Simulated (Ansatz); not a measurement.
Input and output of a one-shot G0W0 calculation on AlN built on the rocksalt prototype (Ansatz 0.2.0, G0W0@PBE0 with 90 empty bands, a screening cutoff of 180 eV and an 8×8×8 mesh). The cell was relaxed beforehand with r2SCAN.

The input:
```yaml
crystal:
  lattice:
    - [0.0, 2.018868445, 2.018868445]
    - [2.018868445, 0.0, 2.018868445]
    - [2.018868445, 2.018868445, 0.0]
  atoms:
    - { symbol: Al, position: [0.0, 0.0, 0.0] }
    - { symbol: "N", position: [0.5, 0.5, 0.5] }
kpoints:
  mp_grid: { grid: [8, 8, 8] }
hamiltonian:
  xc: pbe0
scf:
  occupations: { method: fixed }
gw:
  n_empty_bands: 90
  ecut_chi: 180
  qp_bands: [v2, c2]
  qp_kpoints: band_edges
  screening: { model: contour_deformation }
```

**Question.** What wall time did it need on 1 × NVIDIA H100 80GB HBM3 with 1 thread of AMD EPYC 7R13 Processor (Zen 3), on a shared host, and what peak of host memory did it reach?

**Answer.** About 84 s, with a peak of 1.4 GiB.

Output, abridged:
```
Pseudopotential: Al, paw, valence charge 3, recommended cutoff 420 eV (normal)
Pseudopotential: N, paw, valence charge 5, recommended cutoff 420 eV (normal)
Functional definition: PBE0
Crystal: 2 atoms, lattice volume = 16.457 Å³
Basis set: ecut = 420 eV, 331 PW (Γ)
Bands: 8, of which v1, the nominal top of the filled ones, is band 4 counted from 1 (3 counted from 0)
Symmetry: 48 space group operations
Space group: Fm-3m (ITA 225)
k-points: 29 of 512
Exchange kernel: α = 0.2500, full range, Wigner–Seitz truncation, v(0) = 14354.7229 eV·Å³, q-mesh 8×8×8
hybrid outer 1: dexx = +3.376e-3 eV, tail = 6.27e-6 eV
hybrid outer 2: dexx = +4.658e-8 eV, tail = 2.56e-8 eV, Δε = 2.03e-3 eV
Free energy (F): -924.653721 eV
Fermi energy:    10.050411 eV
--- Band table (eV; the first three rows and the last of 29) ---
  k-point 0: bands = [-9.2156, 10.0504, 10.0504, 10.0504, 18.0564, 24.4824]
  k-point 1: bands = [-8.8732, 8.4372, 9.8444, 9.8444, 18.9561, 23.3589]
  k-point 2: bands = [-7.9004, 5.3173, 9.3964, 9.3964, 19.2108, 23.7883]
  k-point 28: bands = [-4.5305, 3.8235, 3.8235, 5.8393, 20.6169, 23.2467]
--- G₀W₀: contour deformation, 6 samples at zero and on the imaginary axis and 2 off it, 512 q-points, 90 empty bands' worth ---
    ik  band        ε_KS         Σx   Σc(E_QP)       V_xc       Z   E_QP_lin       E_QP  E_QP is
     0     3     10.0504   -22.1822     2.4710   -19.6770  0.8287    10.0162    10.0162  root
     0     4     10.0504   -22.1822     2.4710   -19.6770  0.8287    10.0162    10.0162  root
     0     5     18.0564   -11.8604    -4.4432   -16.6261  0.8426    18.3793    18.3788  root
     0     6     24.4824    -5.1903    -4.8890   -10.1473  0.8542    24.5504    24.5504  root
     1     3      9.8444   -22.0623     2.5043   -19.5115  0.8285     9.7979     9.7979  root
     1     4      9.8444   -22.0623     2.5043   -19.5115  0.8285     9.7979     9.7979  root
     1     5     18.9561   -11.5304    -4.5515   -16.4018  0.8403    19.2764    19.2760  root
     1     6     23.3589    -5.8431    -4.9258   -10.8779  0.8495    23.4679    23.4679  root
     2     3      9.3964   -21.8462     2.5826   -19.1917  0.8277     9.3245     9.3246  root
     2     4      9.3964   -21.8462     2.5826   -19.1917  0.8277     9.3245     9.3246  root
     2     5     19.2108    -9.2056    -4.5421   -13.9799  0.8492    19.4433    19.4430  root
     2     6     23.7883    -8.6563    -5.3616   -14.2856  0.8268    24.0565    24.0561  root
     3     3      9.0033   -21.6945     2.6548   -18.9468  0.8269     8.9105     8.9105  root
     3     4      9.0033   -21.6945     2.6548   -18.9468  0.8269     8.9105     8.9105  root
     3     5     18.6111    -8.5982    -4.4035   -13.2042  0.8542    18.8138    18.8136  root
     3     6     23.8807    -7.0090    -4.9577   -12.2428  0.8501    24.1572    24.1567  root
     4     3      8.8531   -21.6441     2.6830   -18.8608  0.8266     8.7527     8.7527  root
     4     4      8.8531   -21.6441     2.6830   -18.8608  0.8266     8.7527     8.7527  root
     4     5     18.3642    -8.6055    -4.3537   -13.1597  0.8550    18.5649    18.5647  root
     4     6     23.5029    -7.1543    -4.9121   -12.3571  0.8515    23.7940    23.7934  root
     8     3      7.7039   -21.2043     2.8126   -18.2661  0.8245     7.5782     7.5783  root
     8     4      8.5153   -21.5694     2.7305   -18.7277  0.8261     8.4040     8.4041  root
     8     5     19.3982    -8.6772    -4.4790   -13.3744  0.8511    19.6166    19.6164  root
     8     6     22.1803    -7.6875    -4.8566   -12.8292  0.8508    22.4658    22.4653  root
    11     3      8.6864   -21.4567     2.6460   -18.7166  0.8273     8.5922     8.5923  root
    11     4      9.7940   -22.0085     2.5210   -19.4345  0.8282     9.7410     9.7411  root
    11     5     20.0142   -11.1221    -4.7439   -16.1867  0.8370    20.3355    20.3350  root
    11     6     22.4055    -6.1507    -4.8198   -11.0944  0.8505    22.5295    22.5294  root
    14     3      5.8793   -20.8302     3.1183   -17.5518  0.8184     5.7192     5.7194  root
    14     4      7.8080   -21.4825     2.8425   -18.5061  0.8246     7.6740     7.6741  root
    14     5     18.8509    -7.7672    -4.4113   -12.3945  0.8600    19.0671    19.0669  root
    14     6     21.9205    -8.6319    -4.8901   -13.8071  0.8411    22.2060    22.2055  root
    17     3      7.3261   -21.4804     2.9237   -18.4087  0.8233     7.1780     7.1781  root
    17     4      7.3261   -21.4804     2.9237   -18.4087  0.8233     7.1780     7.1781  root
    17     5     17.8961    -9.2041    -4.3190   -13.8249  0.8596    18.1983    18.1979  root
    17     6     17.8983    -5.5464    -4.2151    -9.8132  0.8679    17.9501    17.9501  root
  […]
```

The rows of the band table are 0: (0, 0, 0) = Γ, 1: (0, 0, 1/8), 2: (0, 0, 1/4), 28: (1/4, -1/2, -1/4).

The points are ik 0 = (0, 0, 0) (Γ), ik 1 = (0, 0, 1/8), ik 2 = (0, 0, 1/4), ik 3 = (0, 0, 3/8), ik 4 = (0, 0, -1/2), ik 8 = (0, 1/8, -1/2), ik 11 = (0, 1/8, -1/8), ik 14 = (0, 1/4, -1/2), ik 17 = (0, 3/8, 3/8), ik 18 = (0, 3/8, -1/2), ik 20 = (0, -1/2, -1/2), ik 23 = (1/8, 1/4, -3/8); band 4 is the last filled one.

G0W0 moves the gap on the mesh from 6.83 eV (PBE0) to 7.16 eV (Γ to k = (0, -1/2, -1/2)). Renormalisation factors Z lie between 0.82 and 0.87. G0W0 here is at a finite number of bands, screening cutoff and k mesh, not at the basis limit.

Note: simulated data, non-magnetic, for a generated structure that need not be the stable one.
